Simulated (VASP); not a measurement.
# AlN (P6_3mc) in VASP: notebook, part 2 of 2

VASP 6.6.1.

## 3. Relaxation of cell and atoms, PBE

This run uses another cell than the first one, of 10.63 Å³/atom, 1.017 times its volume.

INCAR

```
SYSTEM = AlN
ALGO = Normal ; EDIFF = 1E-7
EDIFFG = -0.002 ; ENCUT = 520
GGA = PE ; IBRION = 2
ISIF = 3 ; ISMEAR = 0
LASPH = .TRUE. ; LCHARG = .FALSE.
LREAL = .FALSE. ; LWAVE = .FALSE.
NELM = 100 ; NSW = 80
PREC = Accurate ; SIGMA = 0.02
```

KPOINTS

```
k-points
0
G
  18 18 10
  0 0 0
```

POSCAR

```
AlN                                     
1.0
    3.1285719315      0.0000000000     -0.0000000000
   -1.5642859658      2.7094227682      0.0000000000
   -0.0000000000     -0.0000000000      5.0164576361
  Al              N             
     2     2
Direct
     0.3333333300000021    0.6666666699999979    0.9992574435259834
     0.6666666699999979    0.3333333300000021    0.4992574435259833
     0.3333333300000021    0.6666666699999979    0.3807425564740192
     0.6666666699999979    0.3333333300000021    0.8807425564740191
```

Potentials or basis: VASP PAW PBE potentials, release 64 (Al, N).

Run with:

```sh
cat potpaw_PBE.64/Al/POTCAR potpaw_PBE.64/N/POTCAR > POTCAR
mpirun -np 1 vasp_std > vasp.out
```

OUTCAR:

```text
SYSTEM = AlN
   EDIFF = 1E-7
   EDIFFG = -0.002
   ENCUT = 520
   GGA = PE
   IBRION = 2
   ISIF = 3
   ISMEAR = 0
   LASPH = .TRUE.
   LREAL = .FALSE.
   NELM = 100
   NSW = 80
   PREC = Accurate

 ion  position               nearest neighbor table
   1  0.333  0.667  0.999-   4 1.90   4 1.90   4 1.90   3 1.91   2 3.09   2 3.09   2 3.09   2 3.09
                             2 3.09   2 3.09
   2  0.667  0.333  0.499-   3 1.90   3 1.90   3 1.90   4 1.91   1 3.09   1 3.09   1 3.09   1 3.09
                             1 3.09   1 3.09
   3  0.333  0.667  0.381-   2 1.90   2 1.90   2 1.90   1 1.91
   4  0.667  0.333  0.881-   1 1.90   1 1.90   1 1.90   2 1.91

  LATTYP: Found a hexagonal cell.
 ALAT       =     3.1285719315
 C/A-ratio  =     1.6034336899

  Lattice vectors:

 A1 = (   3.1285719315,   0.0000000000,   0.0000000000)
 A2 = (  -1.5642859658,   2.7094227682,   0.0000000000)
 A3 = (   0.0000000000,   0.0000000000,   5.0164576361)

Analysis of symmetry for initial positions (statically):
=====================================================================
 Subroutine PRICEL returns:
 Original cell was already a primitive cell.

 Routine SETGRP: Setting up the symmetry group for a
 hexagonal supercell.

 Subroutine GETGRP returns: Found 12 space group operations
 (whereof  6 operations were pure point group operations)
 out of a pool of 24 trial point group operations.

The static configuration has the point symmetry C_3v.
 The point group associated with its full space group is C_6v.

Analysis of symmetry for dynamics (positions and initial velocities):
=====================================================================
 Subroutine PRICEL returns:
 Original cell was already a primitive cell.

 Routine SETGRP: Setting up the symmetry group for a
 hexagonal supercell.

 Subroutine GETGRP returns: Found 12 space group operations
 (whereof  6 operations were pure point group operations)
 out of a pool of 24 trial point group operations.

The dynamic configuration has the point symmetry C_3v.
 The point group associated with its full space group is C_6v.

 Subroutine INISYM returns: Found 12 space group operations
[... 142 lines left out ...]

 Free energy of the ion-electron system (eV)
  ---------------------------------------------------
  ext. energy  EPLUGINS =         0.00000000
  ---------------------------------------------------
  free energy    TOTEN  =       -29.78052906 eV

  energy without entropy =      -29.78052906  energy(sigma->0) =      -29.78052906

 E-fermi :   6.0772     XC(G=0): -10.8329

 val. band max:        5.9757874488   @ k =   0.0000   0.0000   0.0000
 cond. band min:      10.0320421034   @ k =   0.0000   0.0000   0.0000
 fundamental gap:      4.0562546547
 Fermi energy:         6.0772378341

 k-point     1 :       0.0000    0.0000    0.0000
  band No.  band energies     occupation
      1      -9.0983      2.00000
      2      -7.0122      2.00000
      3       0.0648      2.00000
      4       5.1326      2.00000
      5       5.1326      2.00000
      6       5.7749      2.00000
      7       5.7749      2.00000
      8       5.9758      2.00000
      9      10.0320      0.00000
     10      12.4991      0.00000
     11      16.4428      0.00000
     12      17.0157      0.00000
[... 331 lines left out ...]
 k-point    24 :       0.3889    0.1111    0.0000
  band No.  band energies     occupation
      1      -7.2210      2.00000
      2      -6.4704      2.00000
      3       0.8239      2.00000
      4       2.0134      2.00000
      5       2.5994      2.00000
      6       3.5088      2.00000
      7       4.3714      2.00000
      8       4.9021      2.00000
      9      11.7496      0.00000
     10      12.4561      0.00000
     11      14.2906      0.00000
     12      16.0225      0.00000

 [... further k-points ...]

------------------------ aborting loop because EDIFF is reached ----------------------------------------

  FORCE on cell =-STRESS in cart. coord.  units (eV):
  Direction    XX          YY          ZZ          XY          YZ          ZX
  --------------------------------------------------------------------------------------
  -------------------------------------------------------------------------------------
  Total        0.0013076      0.0013076     -0.0005486     -0.0000000      0.0000000      0.0000000
  in kB        0.0492695      0.0492695     -0.0206714     -0.0000000      0.0000000      0.0000000
  external PRESSURE =       0.0259559 kB  Pullay stress =       0.0000000 kB

 VOLUME and BASIS-vectors are now :
 -----------------------------------------------------------------------------
  energy-cutoff  :      520.00
  volume of cell :       42.52
      direct lattice vectors                 reciprocal lattice vectors
     3.128571931  0.000000000  0.000000000     0.319634652  0.184541152  0.000000000
    -1.564285966  2.709422768  0.000000000     0.000000000  0.369082305  0.000000000
     0.000000000  0.000000000  5.016457636     0.000000000  0.000000000  0.199343854

 POSITION                                       TOTAL-FORCE (eV/Angst)
 -----------------------------------------------------------------------------------
     -0.00000      1.80628      5.01273         0.000000      0.000000     -0.000733
      1.56429      0.90314      2.50450        -0.000000      0.000000     -0.000733
     -0.00000      1.80628      1.90998         0.000000      0.000000      0.000733
      1.56429      0.90314      4.41821        -0.000000      0.000000      0.000733
 -----------------------------------------------------------------------------------
    total drift:                               -0.000009      0.000005      0.000552

  FREE ENERGIE OF THE ION-ELECTRON SYSTEM (eV)
  ---------------------------------------------------
  free  energy   TOTEN  =       -29.7805290576 eV

  energy  without entropy=      -29.7805290576  energy(sigma->0) =      -29.78052906

 reached required accuracy - stopping structural energy minimisation
```

Run time: 32 s. Hardware: 1 thread of Intel Xeon 6975P-C (Granite Rapids), shared host; peak memory 0.23 GiB.

What came out:

* Free energy: -29.7805 eV
* Pressure after relaxing: 0.0 GPa
* Band gap on the k mesh: 4.06 eV, direct

Final structure:
```
Al N
1.0
     3.12857    0.00000    0.00000
    -1.56429    2.70942    0.00000
     0.00000    0.00000    5.01646
Al N
2 2
Cartesian
  0.0000 1.8063 5.0127
  1.5643 0.9031 2.5045
  0.0000 1.8063 1.9100
  1.5643 0.9031 4.4182
```

Levels at points of the mesh, in eV from the valence-band top:
```
           k point  band 5  band 6  band 7  band 8  band 9  band 10  band 11  band 12
(0.00, 0.00, 0.00)   -0.84   -0.20   -0.20    0.00    4.06     6.52    10.47    11.04
(0.50, 0.00, 0.00)   -3.30   -2.05   -1.74   -0.68    5.76     5.77     8.04    10.15
(0.00, 0.00, 0.50)   -0.53   -0.53   -0.53   -0.53    6.32     6.32    10.18    10.18
(0.50, 0.00, 0.50)   -1.44   -1.44   -1.35   -1.35    5.25     5.25     9.15     9.15
```

Caveat: the relaxation stopped at its first step, so nothing moved. PBE gaps usually lie below the measured ones, often by a third to a half.
